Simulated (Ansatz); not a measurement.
Which YAML input does this script hand to the engine? (Ansatz's Python interface)

The script, `dfpt.py`:
```python
"""Zone-centre and zone-boundary phonons of BN by linear response."""

from pathlib import Path

import ansatz as az
import numpy as np


def main() -> None:
    vectors = np.array([
        [2.508041, 0.0, 0.0],
        [-1.246711, 2.176231, 0.0],
        [-0.630665, -1.088116, 3.02254],
    ])
    structure = (
        az.Lattice.of(vectors)
        .atom("B", (0.979643, 0.983499, 0.001806))
        .atom("N", (0.668506, 0.332385, 0.984999))
    )

    calc = (
        structure.calculation()
        .functional("lda")
        .occupations("fixed")
        .kpoints(8, 8, 6)
        .phonons("dfpt", points=[(0, 0, 0), (0.5, 0, 0), (0.5, 0.5, 0)])
    )
    outcome = calc.run(threads=1, runs_dir="runs")
    ph = outcome.phonons

    for q in ph.qpoints:
        print("q =", np.round(q.q_frac, 3), "1/cm:", " ".join(f"{w:.1f}" for w in q.omega_inv_cm))


if __name__ == "__main__":
    main()
```

```console
$ python dfpt.py
DeckWarning: basis.ecutwfc = 420 eV, auto-derived from the records' recommended cutoffs: set by B (normal level)
q = [0. 0. 0.] 1/cm: -0.0 0.0 0.0 735.1 1183.0 1474.7
q = [0.5 0.  0. ] 1/cm: 361.2 562.0 583.8 1009.6 1205.0 1385.8
q = [0.5 0.5 0. ] 1/cm: 294.8 540.1 579.0 1028.6 1254.7 1391.6
```
(Warnings from the package without file and line.)

`input.yaml`:
```yaml
crystal:
  lattice:
    - [2.508041, 0.0, 0.0]
    - [-1.246711, 2.176231, 0.0]
    - [-0.630665, -1.088116, 3.02254]
  atoms:
    - { symbol: B, position: [0.979643, 0.983499, 0.001806] }
    - { symbol: "N", position: [0.668506, 0.332385, 0.984999] }
kpoints:
  mp_grid:
    grid: [8, 8, 6]
hamiltonian:
  xc: lda
scf:
  occupations:
    method: fixed
phonons:
  method: dfpt
  qpoints:
    - [0.0, 0.0, 0.0]
    - [0.5, 0.0, 0.0]
    - [0.5, 0.5, 0.0]
```

The cell isn't relaxed first, so the values belong to this volume. No non-analytic term is added, so at the zone centre the longitudinal optical modes of a polar crystal aren't split off. The structure comes from a database of computed cells and needn't be a stable or known phase. The structure is taken as given; imaginary modes can come from an unrelaxed or unstable start. Processor time in the engine: 24 s on 1 thread of Intel(R) Xeon(R) Processor @ 2.30GHz (shared host), peak memory 0.6 GiB.
